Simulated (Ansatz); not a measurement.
# MnS (F-43m) in Ansatz: notebook

One crystal, MnS, is run at these levels: r2SCAN+D3(BJ)+U, PBEsol+D4+U; tasks: electron localisation function, single point.

Everything below comes from runs of Ansatz 0.2.0. Logs are shortened: lines on timing, memory, paths and dates and some standing lists are left out, and cuts for length are marked.

### 1 Starting point

The structure is cubic, space group F-43m (No. 216). Conventional cell: a = 4.947 Å, b = 4.947 Å, c = 4.947 Å, α = 90.00°, β = 90.00°, γ = 90.00°. Mn (site symmetry -43m) is surrounded by 4 S at 2.14 Å. S (site symmetry -43m) is surrounded by 4 Mn at 2.14 Å.

The cell is a database's computed one.

### 2 Electron localisation function, r2SCAN+D3(BJ)+U, collinear spin, program default start

Contents of input.yaml:

```yaml
crystal:
  lattice:
    - [0.0, 2.4734634191, 2.4734634191]
    - [2.4734634191, 0.0, 2.4734634191]
    - [2.4734634191, 2.4734634191, 0.0]
  atoms:
    - { symbol: Mn, position: [0.0, 0.0, 0.0] }
    - { symbol: S, position: [0.75, 0.75, 0.75] }
hamiltonian:
  xc: r2scan
  pseudopotentials: { kind: paw }
  dispersion: d3bj
  hubbard: { sites: [{ species: Mn, l: d, u_eff: 4.0 }] }
magnetization:
  spin_polarized: true
kpoints:
  mp_grid: { grid: [9, 9, 9] }
scf:
  occupations: { method: tetrahedron }
output:
  forces: true
  stress: true
  write_density: true
  write_potential: true
  elf: true
  volumetric_format: npy
```

Potentials or basis: Ansatz PAW.

Command:

```console
$ ansatz run input.yaml --threads 2 --pin off --max-ram 5632MiB --backend cpu --events-out ev --progress --plain --runs-dir out
```

What it wrote:

```text
Warning: output.forces, output.stress, relax.cell or npt_langevin: where a Kohn–Sham band that disperses or a degenerate level is filled in part under the method tetrahedron, the forces or the stress that this run publishes need not agree with its energy (scf.occupations.method in the input reference, under Limitations); prefer a smearing scheme for the forces or the stress
Warning: the engine holds no damping parameters fitted to this dispersion correction and functional, so the run takes those fitted to r2scan beside the three-body term, which d3bj leaves out (hamiltonian.dispersion, under Limitations)
Warning: RAYON_NUM_THREADS=2 ignored (pool sized by the plan → 2); use --threads N
Mn: projections on atomic orbitals take those of the free atom [Ne] 3s2 3p6 3d5 4s2, of charge +0.00 (hamiltonian.pseudopotentials.projection_atoms); the dataset's partial waves leave at most 9.0e-7 of an orbital's norm unspanned inside its sphere
S: projections on atomic orbitals take those of the free atom [Ne] 3s2 3p4, of charge +0.00 (hamiltonian.pseudopotentials.projection_atoms); the dataset's partial waves leave at most 1.6e-7 of an orbital's norm unspanned inside its sphere
band count auto-derived: 17 (N_el = 21.0; filled up to band 11; 15 by the electrons, moments and atoms)
Engine: ansatz 0.2.0, x86_64-unknown-linux-gnu
Pseudopotentials: kind: paw
Pseudopotential: Mn, paw, valence charge 15, recommended cutoff 500 eV (meta_gga), Mn.paw.azcp
Pseudopotential: S, paw, valence charge 6, recommended cutoff 500 eV (meta_gga), S.paw.azcp
Functional definition: r2SCAN
  parameter k0 = 0.174
  parameter k1 = 0.065
  parameter a1 = 4.9479
  exchange = r2scan_x(k0 = k0, k1 = k1, a1 = a1)
  correlation = r2scan_c
Crystal: 2 atoms, lattice volume = 30.265 Å³
Basis set: ecut = 500 eV, 749 PW (Γ), exchange–correlation on 108×108×108 points (64 copies of the dense FFT grid, shifted against one another)
Bands: 17, of which v1, the nominal top of the filled ones, is band 11 counted from 1 (10 counted from 0)
Symmetry: 24 space group operations
Space group: F-43m (ITA 216), of the structure as read, at distance tolerance 3.1e-5 Å
k-points: 35 of 729 (time reversal used)
Non-local potential: Mn, projectors of the file, l = 0: 3, l = 1: 2, l = 2: 3, l = 3: 1
Non-local potential: S, projectors of the file, l = 0: 2, l = 1: 2, l = 2: 2
PAW form: soft (Blöchl's): semilocal exchange-correlation on the pseudo side does not see the compensation charge
PAW frozen core: Mn, regenerated for the run's functional (the file was generated under x = pbe(κ = 0.804, μ = 0.2195149727645171), c = pbe(β = 0.06672455060314922))
PAW frozen core: S, regenerated for the run's functional (the file was generated under x = pbe(κ = 0.804, μ = 0.2195149727645171), c = pbe(β = 0.06672455060314922))
PAW one-centre angular grid: Mn, 590 points (default); XC on 160 Gauss nodes
PAW one-centre angular grid: S, 302 points (default); XC on 160 Gauss nodes
Initial density: superposition of atomic densities (chi_scale 0.1, normalization cell, long waves kept (reshape's long-wave potential 0.00 eV rms))
Initial wavefunctions: pseudopotential atomic-orbital guess
Functional: x = r2scan, c = r2scan; τ floored in thin density (d = 2e-4 eV/Å³)
SCF iter   1: F=—  HF=-4806.962969 eV  |F-HF|=—  |Δ(HF+E_count)|=         —  Δρ=9.37e-2 (↑9.37e-2 ↓9.37e-2)  dr2=1.15e1  dr2_τ=6.33e-2  dr2_m=0.00e0  M=0.000 μB ∫|m|=0.000 μB  β_m=0.30  ethr=3.10e-3  ⟨swp⟩=5.7  Hψ=3118  notcnv=0
preconditioner: auto → Kerker (q_TF=auto, 2.567 Å⁻¹)  [metal: no gap  n_scr=14 (ndim 8)  ℏωp=24.3 eV  f_vac=0.000]
spin=Collinear: Kerker preconditioning applied to the charge; magnetization (m = ρ↑ − ρ↓) channel mixes plain (no charge-response kernel on spin).
SCF iter   2: F=—  HF=-4802.741430 eV  |F-HF|=—  |Δ(HF+E_count)|=    4.22e0  Δρ=2.00e-1 (↑1.77e-1 ↓2.00e-1)  dr2=3.78e-1  dr2_τ=1.76e-1  dr2_m=9.73e0  M=3.437 μB ∫|m|=3.437 μB  ethr=3.10e-3  ⟨swp⟩=3.0  Hψ=1495  notcnv=0  defer=68
Mixer restart at iter 2: flushing history
SCF iter   3: F=—  HF=-4805.646369 eV  |F-HF|=—  |Δ(HF+E_count)|=         —  Δρ=4.01e-2 (↑2.14e-2 ↓4.01e-2)  dr2=3.62e-1  dr2_τ=2.78e-2  dr2_m=1.59e-1  M=3.276 μB ∫|m|=3.278 μB  β_m=0.30  ethr=1.80e-3  ⟨swp⟩=5.5  Hψ=3877  notcnv=0  defer=14
SCF iter   4: F=—  HF=-4806.916382 eV  |F-HF|=—  |Δ(HF+E_count)|=    1.27e0  Δρ=4.99e-2 (↑4.49e-2 ↓4.99e-2)  dr2=2.36e-1  dr2_τ=1.26e-2  dr2_m=5.63e-1  M=3.739 μB ∫|m|=3.740 μB  β_m=0.65  ethr=1.72e-3  ⟨swp⟩=2.5  Hψ=2244  notcnv=0  defer=129
SCF iter   5: F=—  HF=-4808.530864 eV  |F-HF|=—  |Δ(HF+E_count)|=    1.61e0  Δρ=5.26e-2 (↑5.26e-2 ↓4.93e-2)  dr2=1.33e-1  dr2_τ=1.13e-2  dr2_m=6.98e-1  M=4.290 μB ∫|m|=4.291 μB  β_m=0.82  ethr=1.12e-3  ⟨swp⟩=2.3  Hψ=1751  notcnv=0  defer=129
SCF iter   6: F=—  HF=-4809.314605 eV  |F-HF|=—  |Δ(HF+E_count)|=   7.84e-1  Δρ=2.98e-2 (↑2.98e-2 ↓1.64e-2)  dr2=6.06e-2  dr2_τ=2.06e-3  dr2_m=1.39e-1  M=4.791 μB ∫|m|=4.791 μB  β_m=0.91  ethr=6.33e-4  ⟨swp⟩=2.9  Hψ=2578  notcnv=0  defer=127
SCF iter   7: F=—  HF=-4809.332293 eV  |F-HF|=—  |Δ(HF+E_count)|=   1.77e-2  Δρ=9.32e-3 (↑9.23e-3 ↓9.32e-3)  dr2=5.05e-3  dr2_τ=5.15e-4  dr2_m=2.20e-2  M=4.863 μB ∫|m|=4.863 μB  β_m=0.83  ethr=2.89e-4  ⟨swp⟩=2.7  Hψ=2232  notcnv=0  defer=124
SCF iter   8: F=—  HF=-4809.350847 eV  |F-HF|=—  |Δ(HF+E_count)|=   1.86e-2  Δρ=4.03e-3 (↑4.03e-3 ↓2.62e-3)  dr2=3.79e-3  dr2_τ=5.46e-5  dr2_m=1.80e-3  M=4.893 μB ∫|m|=4.893 μB  β_m=0.92  ethr=2.40e-5  ⟨swp⟩=2.7  Hψ=2030  notcnv=0  defer=124
SCF iter   9: F=—  HF=-4809.356244 eV  |F-HF|=—  |Δ(HF+E_count)|=   5.40e-3  Δρ=5.29e-4 (↑3.67e-4 ↓5.29e-4)  dr2=1.29e-4  dr2_τ=1.97e-6  dr2_m=3.05e-5  M=4.888 μB ∫|m|=4.888 μB  β_m=0.96  ethr=1.81e-5  ⟨swp⟩=2.6  Hψ=2091  notcnv=0  defer=124
SCF iter  10: F=—  HF=-4809.356107 eV  |F-HF|=—  |Δ(HF+E_count)|=   1.37e-4  Δρ=3.81e-4 (↑3.81e-4 ↓2.01e-4)  dr2=2.82e-5  dr2_τ=3.84e-7  dr2_m=1.77e-5  M=4.892 μB ∫|m|=4.892 μB  β_m=0.98  ethr=6.14e-7  ⟨swp⟩=2.5  Hψ=1904  notcnv=0  defer=124
SCF iter  11: F=—  HF=-4809.356160 eV  |F-HF|=—  |Δ(HF+E_count)|=   5.35e-5  Δρ=1.05e-4 (↑9.59e-5 ↓1.05e-4)  dr2=1.36e-6  dr2_τ=6.52e-8  dr2_m=2.20e-6  M=4.892 μB ∫|m|=4.892 μB  β_m=0.93  ethr=1.34e-7  ⟨swp⟩=2.4  Hψ=1913  notcnv=0  defer=124
SCF iter  12: F=—  HF=-4809.356172 eV  |F-HF|=—  |Δ(HF+E_count)|=   1.13e-5  Δρ=3.78e-5 (↑3.78e-5 ↓2.21e-5)  dr2=3.94e-7  dr2_τ=3.23e-9  dr2_m=1.41e-7  M=4.892 μB ∫|m|=4.892 μB  β_m=0.97  ethr=6.48e-9  ⟨swp⟩=2.5  Hψ=2289  notcnv=0  defer=124
SCF iter  13: F=-4809.356160 eV  HF=-4809.356160 eV  |F-HF|=5.38e-9  |Δ(HF+E_count)|=   1.13e-5  Δρ=6.05e-6 (↑6.05e-6 ↓4.51e-6)  dr2=1.50e-8  dr2_τ=1.27e-10  dr2_m=4.86e-9  M=4.892 μB ∫|m|=4.892 μB  ethr=4.76e-10  ⟨swp⟩=8.1  Hψ=8149  notcnv=0
SCF 1 converged in 13 iterations: F = -4809.356160 eV  dr2 = 1.50e-8
this state was not tested for a lower state beside it, because cold or Methfessel-Paxton smearing, or corrected tetrahedra, fill the levels in a way that the test cannot read (fill_not_monotonic; see scf.lower_state_search)
SCF converged after 13 iterations
Magnetization: 4.8917 μB (12.9459 up, 8.0541 down)
Absolute magnetization: 4.8917 μB (∫|ρ↑−ρ↓|, with the PAW one-centre terms)
Spin contamination: 0.0322 ħ² per cell (⟨S²⟩ above its minimum at these occupations)
Per-site moments (μB) at R_I (Å): [(3.964563604221108, 0.8836088894622478), (0.11134066318463882, 0.8836088894622478)]
Free energy (F): -4809.356160 eV
Harris-Foulkes:  -4809.356160 eV  (|F-HF|=5.38e-9)
Internal energy: -4809.356017 eV  (E = F + TS)
E sigma→0 (E₀):  -4809.356160 eV
Entropy (-TS):   -0.000143 eV (-0.072 meV/atom)
Fermi energy:    12.987585 eV
--- Per-component energies (eV) ---
  E_band       = -290.537401
  E_kinetic    = 419.202789
  E_local      = -2446.767745  (includes V_loc(G=0)·N_el)
  E_nonlocal   = 282.667741
  E_hartree    = 1017.129219
  E_xc         = -204.950566
  E_vxc        = -260.618079  (∫ρ·V_xc dr)
  E_hubbard    = 0.965366  (on-site DFT+U / exact-exchange correction)
  E_vhub       = -8.805192  (the Hubbard potential's part of the band-sum identity)
  E_paw        = -1925.053955  (= ΣΔE_a)
  E_vpaw       = -326.003417  (= ΣTr[D̂ρ^β])
  E_aug_tail   = -0.000004  (compensation charges beyond the density's cutoff)
  E_vtau       = 15.524156  (kinetic-family band-sum trace: ∫τ·v_τ [+ j·A + Jᵃ·Aᵃ] dr)
  E_ewald      = -1951.705460
  E_disp       = -0.450593  (pairwise vdW)
  E_core_change = -0.392810  (= ΣΔE_core)
  E_smearing   = -0.000143  (= −TS)
  E_closure    = -0.000000  (closes the sum)
  Σ components = -4809.356160   (vs F -4809.356160, Δ=0.00e0)
--- Forces (eV/Å), atoms counted from 1 ---
  atom   1  Mn    -0.00000000     0.00000000     0.00000000
  atom   2  S      0.00000000     0.00000000    -0.00000000
  max |Σ_I F_I| component: 1.62e-17 eV/Å
--- Stress (GPa, compression-positive) ---
       63.039131       0.000000      -0.000000
        0.000000      63.039131       0.000000
       -0.000000       0.000000      63.039131
  P = ⅓ Tr σ = 63.0391 GPa (630.391 kbar)
--- Band table (eV; the first three rows and the last of 70) ---
  k-point 0 ↑: bands = ["-73.1449", "-40.6622", "-40.6622", "-40.6622", "-4.0887", "4.4611", "4.4611", "4.4611", "6.4481", "6.4481", "13.6458", "13.6458", "13.6458", "15.7349", "19.4113", "19.4113", "19.4113"]
  k-point 1 ↑: bands = ["-73.1447", "-40.6648", "-40.6626", "-40.6626", "-3.9586", "4.3961", "4.5211", "4.5211", "6.4333", "6.4333", "12.6145", "13.4197", "13.4197", "16.3997", "19.4501", "19.7035", "19.7035"]
  k-point 2 ↑: bands = ["-73.1444", "-40.6715", "-40.6637", "-40.6637", "-3.6138", "4.2889", "4.6568", "4.6568", "6.4368", "6.4368", "10.7595", "12.8779", "12.8779", "17.1482", "19.8385", "20.1578", "20.1578"]
  k-point 34 ↓: bands = ["-67.0764", "-34.6623", "-34.6527", "-34.6463", "-1.6498", "6.5212", "7.1377", "8.1448", "13.1794", "14.6500", "15.9781", "16.4160", "17.3526", "20.6259", "21.9577", "22.7675", "23.7803"]
Occupation matrices written to <dir>
```

It took 26 s on 2 threads of Intel Xeon at 2.50GHz (Skylake/Cascade Lake), shared host; peak memory 0.47 GiB.

What came out:

```yaml
Free_energy: -4809.3562 eV
Pressure: 63.0 GPa
Band_gap_on_the_k_mesh: none (metal or under the smearing width)
Net_moment: 4.89 μB per cell
Absolute_moment: 4.89 μB per cell
Site_moments: Mn +3.96; S +0.11 μB
```

Eigenvalues of the final occupation matrices:
| site | spin | trace | eigenvalues |
| --- | --- | --- | --- |
| site 1 | 1 | 4.92 | 0.98 0.98 0.98 0.99 0.99 |
| site 1 | 2 | 0.45 | 0.04 0.04 0.12 0.12 0.12 |

Caveat: the magnetic or orbital state may not be the lowest; a pressure of tens of GPa on the cell as given is suspect, and the run, the potentials or the cell itself is likely at fault; a cell with one magnetic atom can't hold antiferromagnetic order, which such compounds often take; pairwise dispersion overbinds metals, which lowers pressure and volume; the PAW data sets come from PBE, with cores solved anew for the run's functional, which leaves a small shift of forces and pressure; with tetrahedron occupations forces and stress needn't match the slope of the energy; the dispersion damping was fitted for another functional or another form of the correction. The state reached can hang on the start; a lower one may exist.

### 3 Single point, PBEsol+D4+U, collinear spin, ferromagnetic start

Contents of input.yaml:

```yaml
crystal:
  lattice:
    - [0.0, 2.4734634191, 2.4734634191]
    - [2.4734634191, 0.0, 2.4734634191]
    - [2.4734634191, 2.4734634191, 0.0]
  atoms:
    - { symbol: Mn, position: [0.0, 0.0, 0.0], spin: 4.0 }
    - { symbol: S, position: [0.75, 0.75, 0.75] }
hamiltonian:
  xc: pbesol
  pseudopotentials: { kind: paw }
  dispersion: d4
  hubbard: { sites: [{ species: Mn, l: d, u_eff: 4.5 }] }
magnetization:
  spin_polarized: true
kpoints:
  mp_grid: { grid: [9, 9, 9] }
scf:
  occupations: { method: fermi_dirac, width: 0.1 }
output:
  forces: true
  stress: true
  eigenvalues: true
  write_density: true
  write_potential: true
  elf: true
  volumetric_format: npy
```

Potentials or basis: Ansatz PAW.

Command:

```console
$ ansatz run input.yaml --threads 2 --pin off --max-ram 5632MiB --backend cpu --events-out ev --progress --plain --runs-dir out
```

What it wrote:

```text
Warning: RAYON_NUM_THREADS=2 ignored (pool sized by the plan → 2); use --threads N
Mn: projections on atomic orbitals take those of the free atom [Ne] 3s2 3p6 3d5 4s2, of charge +0.00 (hamiltonian.pseudopotentials.projection_atoms); the dataset's partial waves leave at most 9.0e-7 of an orbital's norm unspanned inside its sphere
S: projections on atomic orbitals take those of the free atom [Ne] 3s2 3p4, of charge +0.00 (hamiltonian.pseudopotentials.projection_atoms); the dataset's partial waves leave at most 1.6e-7 of an orbital's norm unspanned inside its sphere
Engine: ansatz 0.2.0, x86_64-unknown-linux-gnu
Pseudopotentials: kind: paw
Pseudopotential: Mn, paw, valence charge 15, recommended cutoff 420 eV (normal), Mn.paw.azcp
Pseudopotential: S, paw, valence charge 6, recommended cutoff 420 eV (normal), S.paw.azcp
Functional definition: PBEsol
  exchange = pbesol_x
  correlation = pbesol_c
Crystal: 2 atoms, lattice volume = 30.265 Å³
Basis set: ecut = 420 eV, 609 PW (Γ), exchange–correlation on 48×48×48 points (8 copies of the dense FFT grid, shifted against one another)
Bands: 17, of which v1, the nominal top of the filled ones, is band 11 counted from 1 (10 counted from 0)
Symmetry: 24 space group operations
Space group: F-43m (ITA 216), of the structure as read, at distance tolerance 3.1e-5 Å
Magnetic group: BNS 216.74 (UNI 1576), of the structure as read, at distance tolerance 3.1e-5 Å
k-points: 35 of 729 (time reversal used)
Non-local potential: Mn, projectors of the file, l = 0: 3, l = 1: 2, l = 2: 3, l = 3: 1
Non-local potential: S, projectors of the file, l = 0: 2, l = 1: 2, l = 2: 2
PAW form: soft (Blöchl's): semilocal exchange-correlation on the pseudo side does not see the compensation charge
PAW frozen core: Mn, regenerated for the run's functional, and the local potential with it (the file was generated under x = pbe(κ = 0.804, μ = 0.2195149727645171), c = pbe(β = 0.06672455060314922))
[... 39 lines left out ...]
  E_local      = -2442.911083  (includes V_loc(G=0)·N_el)
  E_nonlocal   = 280.599145
  E_hartree    = 1012.311322
  E_xc         = -211.897443
  E_vxc        = -236.251737  (∫ρ·V_xc dr)
  E_hubbard    = 1.462502  (on-site DFT+U / exact-exchange correction)
  E_vhub       = -9.385755  (the Hubbard potential's part of the band-sum identity)
  E_paw        = -1858.274331  (= ΣΔE_a)
  E_vpaw       = -306.545030  (= ΣTr[D̂ρ^β])
  E_aug_tail   = -0.000008  (compensation charges beyond the density's cutoff)
  E_ewald      = -1951.705460
  E_disp       = -0.540941  (pairwise vdW)
  E_core_change = 0.231600  (= ΣΔE_core)
  E_smearing   = -0.024351  (= −TS)
  E_closure    = 0.000000  (closes the sum)
  Σ components = -4752.118907   (vs F -4752.118907, Δ=0.00e0)
--- Forces (eV/Å), atoms counted from 1 ---
  atom   1  Mn    -0.00000000     0.00000000     0.00000000
  atom   2  S      0.00000000     0.00000000     0.00000000
  max |Σ_I F_I| component: 1.62e-17 eV/Å
--- Stress (GPa, compression-positive) ---
       49.663820       0.000000      -0.000000
        0.000000      49.663820       0.000000
       -0.000000       0.000000      49.663820
  P = ⅓ Tr σ = 49.6638 GPa (496.638 kbar)
--- Band table (eV; the first three rows and the last of 70) ---
  k-point 0 ↑: bands = ["-69.2504", "-38.1575", "-38.1575", "-38.1575", "-3.4276", "4.8366", "4.8366", "4.8366", "6.7137", "6.7137", "13.7437", "13.7437", "13.7437", "15.1798", "18.9874", "18.9874", "18.9874"]
  k-point 1 ↑: bands = ["-69.2502", "-38.1602", "-38.1579", "-38.1579", "-3.3001", "4.7591", "4.8947", "4.8947", "6.6976", "6.6976", "12.7001", "13.5224", "13.5224", "15.8689", "19.0103", "19.2734", "19.2734"]
  k-point 2 ↑: bands = ["-69.2499", "-38.1670", "-38.1590", "-38.1590", "-2.9621", "4.6196", "5.0229", "5.0229", "6.7016", "6.7016", "10.9177", "12.9917", "12.9917", "16.6165", "19.3304", "19.7342", "19.7342"]
  k-point 34 ↓: bands = ["-64.8313", "-33.8495", "-33.8418", "-33.8357", "-1.1328", "6.6051", "7.1961", "8.1977", "12.4156", "13.8079", "15.0420", "15.4142", "16.3451", "19.7177", "21.0474", "21.8133", "22.8475"]
Occupation matrices written to <dir>
```

rho_z.tsv:

```text
# z_ang	rho[e/angstrom^3]	rho_spin[e/angstrom^3]
# format = ansatz-planar-average/11
# lattice	0.000000000	2.473463419	2.473463419
# lattice	2.473463419	0.000000000	2.473463419
# lattice	2.473463419	2.473463419	0.000000000
# sites	2
# site	25	0.000000000	0.000000000	0.000000000
# site	16	3.710195129	3.710195129	3.710195129
0.000000	1.826651e0	4.778533e-1
0.145750	1.659454e0	4.455566e-1
0.291500	1.318371e0	3.651013e-1
0.437251	9.244775e-1	2.678140e-1
0.583001	5.885920e-1	1.810209e-1
0.728751	3.613279e-1	1.171338e-1
[... 16 lines left out ...]
3.206505	1.514501e0	3.607430e-1
3.352255	1.763654e0	4.455569e-1
```

v_z.tsv:

```text
# z_ang	v_es[eV]	v_tot_up[eV]	v_tot_dn[eV]
# format = ansatz-planar-average/11
# xc	pbesol
# density_cutoff_ev	1680
# datasets	Mn=:simpson_from_first_knot:soft:shift=-858434	S=:simpson_from_first_knot:soft:shift=-322627
# lattice	0.000000000	2.473463419	2.473463419
# lattice	2.473463419	0.000000000	2.473463419
# lattice	2.473463419	2.473463419	0.000000000
# sites	2
# site	25	0.000000000	0.000000000	0.000000000
# site	16	3.710195129	3.710195129	3.710195129
0.000000	-5.146073e-1	-1.432741e1	-1.331730e1
0.145750	1.009003e0	-1.230805e1	-1.120286e1
0.291500	2.579743e0	-1.007791e1	-8.846797e0
0.437251	4.304929e0	-7.570372e0	-6.198592e0
0.583001	6.255395e0	-4.786308e0	-3.302565e0
0.728751	8.321863e0	-1.896219e0	-3.664087e-1
[... 16 lines left out ...]
3.206505	-2.664937e0	-1.689376e1	-1.595631e1
3.352255	-1.856860e0	-1.596507e1	-1.500847e1
```

Run time: 18 s. Hardware: 2 threads of Intel Xeon at 2.50GHz (Skylake/Cascade Lake), shared host; peak memory 0.36 GiB.

Results:

- Free energy: -4752.1189 eV
- Pressure: 49.7 GPa
- Band gap on the k mesh: none (metal or under the smearing width)
- Net moment: 4.60 μB per cell
- Absolute moment: 4.60 μB per cell
- Site moments: Mn +3.76; S +0.07 μB

Eigenvalues of the final occupation matrices:
| site | spin | trace | eigenvalues |
| --- | --- | --- | --- |
| site 1 | 1 | 4.86 | 0.96 0.96 0.96 0.99 0.99 |
| site 1 | 2 | 0.61 | 0.05 0.05 0.17 0.17 0.17 |

Caveat: the magnetic or orbital state may not be the lowest; a pressure of tens of GPa on the cell as given is suspect, and the run, the potentials or the cell itself is likely at fault; a cell with one magnetic atom can't hold antiferromagnetic order, which such compounds often take; pairwise dispersion overbinds metals, which lowers pressure and volume; the PAW data sets come from PBE, with cores solved anew for the run's functional, which leaves a small shift of forces and pressure. The state reached can hang on the start; a lower one may exist.
